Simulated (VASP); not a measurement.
# S (R-3) in VASP: notebook

One crystal, S, is run at these levels: RPBE, vdW-DF2; tasks: single point, electrostatic potential.

Everything below comes from runs of VASP 6.6.1. Logs are shortened: lines on timing, memory, paths and dates and some standing lists are left out, and cuts for length are marked.

## Step 1: The crystal as given

It takes space group R-3 (No. 148, trigonal). Conventional cell: a = 10.818 Å, b = 10.818 Å, c = 4.280 Å, α = 90.00°, β = 90.00°, γ = 120.00°. S (site symmetry 1) has 2 S at 2.06 Å as nearest neighbours.

This isn't the form of S at room conditions, which is orthorhombic, of S8 rings.

## Step 2: Single point, RPBE

Contents of INCAR:

```
SYSTEM = S
  ALGO = Normal
  EDIFF = 1E-6
  ENCUT = 500
  GGA = RP
  ISIF = 2
  ISMEAR = 0
  LASPH = .True.
  LCHARG = .True.
  LELF = .True.
  LREAL = .False.
  LVHAR = .True.
  LWAVE = .False.
  NELM = 60
  PREC = Accurate
  SIGMA = 0.05
```

Contents of KPOINTS:

```
k-points
0
Gamma
  7 7 7
  0 0 0
```

Contents of POSCAR:

```
S
1.0
    5.4090000000      3.1228876060      1.4266666667
   -5.4090000000      3.1228876060      1.4266666667
    0.0000000000     -6.2457752121      1.4266666667
S
6
Direct
    0.8517000000      0.0827000000      0.7491000000
    0.0827000000      0.7491000000      0.8517000000
    0.7491000000      0.8517000000      0.0827000000
    0.1483000000      0.9173000000      0.2509000000
    0.9173000000      0.2509000000      0.1483000000
    0.2509000000      0.1483000000      0.9173000000
```

Potentials or basis: VASP PAW PBE potentials, release 64 (S).

Launch:

```
$ cat potpaw_PBE.64/S/POTCAR > POTCAR
$ mpirun -np 1 vasp_std > vasp.out
```

OUTCAR:

```text
SYSTEM = S
   EDIFF = 1E-6
   ENCUT = 500
   GGA = RP
   ISIF = 2
   ISMEAR = 0
   LASPH = .True.
   LREAL = .False.
   NELM = 60
   PREC = Accurate

 ion  position               nearest neighbor table
   1  0.852  0.083  0.749-   6 2.06   5 2.06
   2  0.083  0.749  0.852-   6 2.06   4 2.06
   3  0.749  0.852  0.083-   5 2.06   4 2.06
   4  0.148  0.917  0.251-   3 2.06   2 2.06
   5  0.917  0.251  0.148-   3 2.06   1 2.06
   6  0.251  0.148  0.917-   2 2.06   1 2.06

  LATTYP: Found a trigonal (rhomboedric) cell.
 ALAT       =     6.4066438778
 COS(alpha) =    -0.4256167551

  Lattice vectors:

 A1 = (   5.4090000000,   3.1228876060,   1.4266666667)
 A2 = (  -5.4090000000,   3.1228876060,   1.4266666667)
 A3 = (   0.0000000000,  -6.2457752121,   1.4266666667)

Analysis of symmetry for initial positions (statically):
=====================================================================
 Subroutine PRICEL returns:
 Original cell was already a primitive cell.

 Routine SETGRP: Setting up the symmetry group for a
 trigonal (rhombohedral) supercell.

 Subroutine GETGRP returns: Found  6 space group operations
 (whereof  6 operations were pure point group operations)
 out of a pool of 12 trial point group operations.

The static configuration has the point symmetry S_6 .

Analysis of symmetry for dynamics (positions and initial velocities):
=====================================================================
 Subroutine PRICEL returns:
 Original cell was already a primitive cell.

 Routine SETGRP: Setting up the symmetry group for a
 trigonal (rhombohedral) supercell.

 Subroutine GETGRP returns: Found  6 space group operations
 (whereof  6 operations were pure point group operations)
 out of a pool of 12 trial point group operations.

The dynamic configuration has the point symmetry S_6 .

 Subroutine INISYM returns: Found  6 space group operations
 (whereof  6 operations are pure point group operations),
 and found     1 'primitive' translations

----------------------------------------------------------------------------------------

                                     Primitive cell

  volume of cell :     144.5929

  direct lattice vectors                    reciprocal lattice vectors
     5.409000000  3.122887606  1.426666667     0.092438528  0.053369409  0.233644860
    -5.409000000  3.122887606  1.426666667    -0.092438528  0.053369409  0.233644860
     0.000000000 -6.245775212  1.426666667     0.000000000 -0.106738818  0.233644860

  length of vectors
     6.406643878  6.406643878  6.406643878     0.256871750  0.256871750  0.256871750

  position of ions in fractional coordinates (direct lattice)
     0.851700000  0.082700000  0.749100000
     0.082700000  0.749100000  0.851700000
     0.749100000  0.851700000  0.082700000
     0.148300000  0.917300000  0.250900000
     0.917300000  0.250900000  0.148300000
     0.250900000  0.148300000  0.917300000

  ion indices of the primitive-cell ions
   primitive index   ion index
                 1           1
                 2           2
                 3           3
                 4           4
                 5           5
                 6           6

----------------------------------------------------------------------------------------

 KPOINTS: k-points

Automatic generation of k-mesh.
 Grid dimensions read from file:
 generate k-points for:    7    7    7

 Generating k-lattice:

  Cartesian coordinates                     Fractional coordinates (reciprocal lattice)
     0.013205504  0.007624201  0.033377837     0.142857143  0.000000000 -0.000000000
    -0.013205504  0.007624201  0.033377837     0.000000000  0.142857143 -0.000000000
     0.000000000 -0.015248403  0.033377837    -0.000000000 -0.000000000  0.142857143

  Length of vectors
     0.036695964  0.036695964  0.036695964

  Shift w.r.t. Gamma in fractional coordinates (k-lattice)
     0.000000000  0.000000000  0.000000000

 Subroutine IBZKPT returns following result:
 ===========================================

 Found     60 irreducible k-points:

 Following reciprocal coordinates:
            Coordinates               Weight
  0.000000  0.000000  0.000000      1.000000
  0.142857  0.000000  0.000000      6.000000
  0.285714 -0.000000 -0.000000      6.000000
  0.428571 -0.000000 -0.000000      6.000000
  0.142857  0.142857  0.000000      6.000000
  0.285714  0.142857 -0.000000      6.000000
[... 16 lines left out ...]
  0.142857  0.142857  0.142857      2.000000
  0.285714  0.142857  0.142857      6.000000
 [... further k-points ...]
   k-points           NKPTS =     60   k-points in BZ     NKDIM =     60   number of bands    NBANDS=     22
   number of dos      NEDOS =    301   number of ions     NIONS =      6
   total plane-waves  NPLWV = 110592
   dimension x,y,z NGX =    48 NGY =   48 NGZ =   48
   dimension x,y,z NGXF=    96 NGYF=   96 NGZF=   96
   ions per type =               6
   NGX,Y,Z   is equivalent  to a cutoff of  12.46, 12.46, 12.46 a.u.
   NGXF,Y,Z  is equivalent  to a cutoff of  24.91, 24.91, 24.91 a.u.
 SYSTEM =  S
   PREC   = accura    normal or accurate (medium, high low for compatibility)
   ISTART =      0    job   : 0-new  1-cont  2-samecut
   ICHARG =      2    charge: 1-file 2-atom 10-const
   ISPIN  =      1    spin polarized calculation?
   LNONCOLLINEAR =      F non collinear calculations
   LSORBIT =      F    spin-orbit coupling
   LASPH  =      T    aspherical Exc in radial PAW
   ENCUT  =  500.0 eV  36.75 Ry    6.06 a.u.  11.68 11.68 11.68*2*pi/ulx,y,z
   NELM   =     60;   NELMIN=  2; NELMDL= -5     # of ELM steps
   EDIFF  = 0.1E-05   stopping-criterion for ELM
   LREAL  =      F    real-space projection
   EDIFFG = 0.1E-04   stopping-criterion for IOM
   NSW    =      0    number of steps for IOM
   IBRION =     -1    ionic relax: 0-MD 1-quasi-New 2-CG
   NFREE  =      0    steps in history (QN), initial steepest desc. (CG)
   ISIF   =      2    stress and relaxation
   ISYM   =      2    0-nonsym 1-usesym 2-fastsym
   POTIM  = 0.5000    time-step for ionic-motion
   TEBEG  =    0.0;   TEEND  =   0.0 temperature during run
   PSTRESS=    0.0 pullay stress
   NELECT =      36.0000    total number of electrons
   NUPDOWN=      -1.0000    fix difference up-down
   EMIN   =  10.00;   EMAX   =-10.00  energy-range for DOS
   EFERMI =   0.00;   METHOD = LEGACY
   ISMEAR =     0;   SIGMA  =   0.05  broadening in eV -4-tet -1-fermi 0-gaus
   EFERMI_NEDOS =   21; number of points for ismear=-14 and -15
   IALGO  =     38    algorithm
   IMIX   =      4    mixing-type and parameters
     AMIX     =   0.40;   BMIX     =  1.00
     AMIX_MAG =   1.60;   BMIX_MAG =  1.00
  volume/ion in A,a.u.               =      24.10       162.63
  Fermi-wavevector in a.u.,A,eV,Ry     =   1.029896  1.946221 14.431501  1.060685
  Thomas-Fermi vector in A             =   2.163967
   LORBIT       =      0    0 simple, 1 ext, 2 COOP (PROOUT), +10 PAW based schemes
   GGA     = RP    functional components
   LHFCALC =     F    Hartree Fock is set to
   AEXX    =    0.0000 exact exchange contribution
   IVDW    =     0    specifies the selected vdW correction
   LEPSILON=     F    determine dielectric tensor
   LRPA    =     F    only Hartree local field effects (RPA)
 non-spin polarized calculation
 Gauss-broadening in eV      SIGMA  =   0.05
  energy-cutoff  :      500.00
  volume of cell :      144.59
 maximum number of plane-waves:      3689
   NGX = 23   NGY = 23   NGZ = 23

 number of electron      35.9999995 magnetization

 Free energy of the ion-electron system (eV)
  ---------------------------------------------------
  ext. energy  EPLUGINS =         0.00000000
  ---------------------------------------------------
  free energy    TOTEN  =       -22.55718676 eV

  energy without entropy =      -22.55718676  energy(sigma->0) =      -22.55718676

 E-fermi :   2.9821     XC(G=0):  -8.2860

 val. band max:        2.7137876547   @ k =  -0.4286   0.4286   0.4286
 cond. band min:       4.9924455913   @ k =  -0.2857   0.2857   0.1429
 fundamental gap:      2.2786579366
 Fermi energy:         2.9821274069

 k-point     1 :       0.0000    0.0000    0.0000
  band No.  band energies     occupation
      1     -14.0737      2.00000
      2     -12.1156      2.00000
      3     -12.1156      2.00000
      4      -8.8494      2.00000
      5      -8.8494      2.00000
      6      -5.9656      2.00000
[... 14 lines left out ...]
     21       6.2217      0.00000
     22       6.2222      0.00000

 k-point     2 :       0.1429    0.0000    0.0000
  band No.  band energies     occupation
      1     -14.0404      2.00000
      2     -12.1333      2.00000
      3     -12.1133      2.00000
      4      -8.8407      2.00000
      5      -8.8032      2.00000
      6      -6.0282      2.00000
[... 14 lines left out ...]
     21       6.2118      0.00000
     22       6.4151      0.00000

 k-point     3 :       0.2857   -0.0000   -0.0000
  band No.  band energies     occupation
      1     -13.9624      2.00000
      2     -12.1747      2.00000
      3     -12.1084      2.00000
      4      -8.8208      2.00000
      5      -8.6970      2.00000
      6      -6.1813      2.00000
[... 14 lines left out ...]
     21       5.9203      0.00000
     22       6.6425      0.00000
[... 476 lines left out ...]
 k-point    23 :       0.1429    0.1429    0.1429
  band No.  band energies     occupation
      1     -13.9206      2.00000
      2     -12.1305      2.00000
      3     -12.1305      2.00000
      4      -8.7140      2.00000
      5      -8.7140      2.00000
      6      -6.3661      2.00000
[... 14 lines left out ...]
     21       5.5200      0.00000
     22       6.5483      0.00000

 k-point    24 :       0.2857    0.1429    0.1429
  band No.  band energies     occupation
      1     -13.8795      2.00000
      2     -12.2056      2.00000
      3     -12.1539      2.00000
      4      -8.7202      2.00000
      5      -8.6283      2.00000
      6      -6.3685      2.00000
[... 14 lines left out ...]
     21       5.7904      0.00000
     22       6.4946      0.00000

 [... further k-points ...]

------------------------ aborting loop because EDIFF is reached ----------------------------------------

  FORCE on cell =-STRESS in cart. coord.  units (eV):
  Direction    XX          YY          ZZ          XY          YZ          ZX
  --------------------------------------------------------------------------------------
  -------------------------------------------------------------------------------------
  Total        4.0777383      4.0777383      3.0291223      0.0000001     -0.0000000      0.0000000
  in kB       45.1838079     45.1838079     33.5645085      0.0000012     -0.0000000      0.0000000
  external PRESSURE =      41.3107081 kB  Pullay stress =       0.0000000 kB

 VOLUME and BASIS-vectors are now :
 -----------------------------------------------------------------------------
  energy-cutoff  :      500.00
  volume of cell :      144.59
      direct lattice vectors                 reciprocal lattice vectors
     5.409000000  3.122887606  1.426666667     0.092438528  0.053369409  0.233644860
    -5.409000000  3.122887606  1.426666667    -0.092438528  0.053369409  0.233644860
     0.000000000 -6.245775212  1.426666667     0.000000000 -0.106738818  0.233644860

 POSITION                                       TOTAL-FORCE (eV/Angst)
 -----------------------------------------------------------------------------------
      4.15952     -1.76068      2.40179        -0.178897      0.215146     -0.058625
     -3.60456     -2.72191      2.40179         0.275770      0.047356     -0.058625
     -0.55496      4.48259      2.40179        -0.096873     -0.262502     -0.058625
     -4.15952      1.76068      1.87821         0.178897     -0.215146      0.058625
      3.60456      2.72191      1.87821        -0.275770     -0.047356      0.058625
      0.55496     -4.48259      1.87821         0.096873      0.262502      0.058625
 -----------------------------------------------------------------------------------
    total drift:                               -0.000000      0.000000      0.000000

  FREE ENERGIE OF THE ION-ELECTRON SYSTEM (eV)
  ---------------------------------------------------
  free  energy   TOTEN  =       -22.5571867632 eV

  energy  without entropy=      -22.5571867632  energy(sigma->0) =      -22.55718676
```

Run time: 1.9 min. Hardware: 1 thread of Intel Xeon 6975P-C (Granite Rapids), shared host; peak memory 0.36 GiB.

Results:

```
Free energy            : -22.5572 eV
Pressure               : 4.1 GPa
Largest force          : 0.286 eV/Å
Band gap on the k mesh : 2.28 eV, indirect (least direct gap 2.35 eV)
```

Forces on the atoms (eV/Å):
```
S   -0.179  0.215 -0.059
S    0.276  0.047 -0.059
S   -0.097 -0.263 -0.059
S    0.179 -0.215  0.059
S   -0.276 -0.047  0.059
S    0.097  0.263  0.059
```

Levels at points of the mesh, in eV from the valence-band top:
| k point | band 15 | band 16 | band 17 | band 18 | band 19 | band 20 | band 21 | band 22 |
| --- | --- | --- | --- | --- | --- | --- | --- | --- |
| (0.00, 0.00, 0.00) | -0.85 | -0.85 | -0.82 | -0.82 | 2.52 | 2.52 | 3.51 | 3.51 |

Caveat: the PAW data sets were made with another functional, which shifts forces and pressure a little; an odd mesh through Γ misses points on the zone boundary, where band edges often lie.

(Continued in part 2 of 2.)
